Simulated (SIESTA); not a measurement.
# Al: band structure with RPBE

Slab: Al, a slab with vacuum.

```
Al
1.0
     2.82708    0.00000    0.00000
    -1.41354    2.44832    0.00000
     0.00000    0.00000   24.18599
Al
5
Cartesian
  0.0000 0.0000 7.5000
  0.0000 1.6322 9.7965
  0.0000 0.0000 12.0930
  1.4135 0.8161 14.3895
  0.0000 0.0000 16.6860
```

The slab is cut from a database's or a generator's crystal, which needn't be the stable form of the element.

```json
{
  "Program": "SIESTA 5.4.2",
  "Task": "band structure",
  "Functional": "RPBE",
  "Potentials or basis": "PseudoDojo 0.4 stringent (PBE files)",
  "Basis": "SZ (energy shift 0.01 Ry)",
  "Grid cutoff": "500 Ry",
  "Energy shift": "0.01 Ry",
  "k mesh": "11 × 11 × 1",
  "Occupations": "fermi-dirac, width 0.05 eV",
  "Spin": "no spin polarisation",
  "dipole correction": "yes"
}
```

```json
{"Largest force": "1.209 eV/Å", "Band gap on the k mesh": "none (metal or under the smearing width)"}
```

Forces in eV/Å, atoms in the order of the input:
```
Al   0.000  0.000 -1.209
Al   0.000  0.000  0.210
Al   0.000  0.000  0.000
Al   0.000  0.000 -0.210
Al   0.000  0.000  1.209
```

Stress tensor (GPa, compression positive):
```
8.68 0.00 0.00
0.00 8.68 0.00
0.00 0.00 9.71
```

Levels at the corners of the path, in eV from the Fermi level:
```tsv
point	band 3	band 4	band 5	band 6	band 7	band 8	band 9	band 10	band 11	band 12
Γ	-9.97	-8.28	-6.09	-4.08	-1.07	2.48	7.75	11.66	11.66	12.31
M	-5.22	-4.84	-4.21	-3.38	-1.91	-1.85	0.28	0.61	2.06	4.26
K	-3.72	-3.40	-2.83	-2.83	-2.14	-2.14	-0.93	0.09	0.09	0.36
Γ	-9.97	-8.28	-6.09	-4.08	-1.07	2.48	7.75	11.66	11.66	12.31
A	-9.97	-8.28	-6.09	-4.08	-1.07	2.48	7.75	11.66	11.66	12.31
L	-5.22	-4.84	-4.21	-3.38	-1.91	-1.85	0.28	0.61	2.06	4.26
H	-3.72	-3.40	-2.83	-2.83	-2.14	-2.14	-0.93	0.09	0.09	0.36
A	-9.97	-8.28	-6.09	-4.08	-1.07	2.48	7.75	11.66	11.66	12.31
L	-5.22	-4.84	-4.21	-3.38	-1.91	-1.85	0.28	0.61	2.06	4.26
M	-5.22	-4.84	-4.21	-3.38	-1.91	-1.85	0.28	0.61	2.06	4.26
K	-3.72	-3.40	-2.83	-2.83	-2.14	-2.14	-0.93	0.09	0.09	0.36
H	-3.72	-3.40	-2.83	-2.83	-2.14	-2.14	-0.93	0.09	0.09	0.36
```

Wall time 16 s on 1 thread of Arm Neoverse V2, with other jobs on the host, peak memory 0.25 GiB.

Caveat: the basis has no polarisation orbitals; the potentials were made for another functional, which shifts forces and pressure; the basis of atomic orbitals isn't converged, which shifts pressures, moduli and gaps.
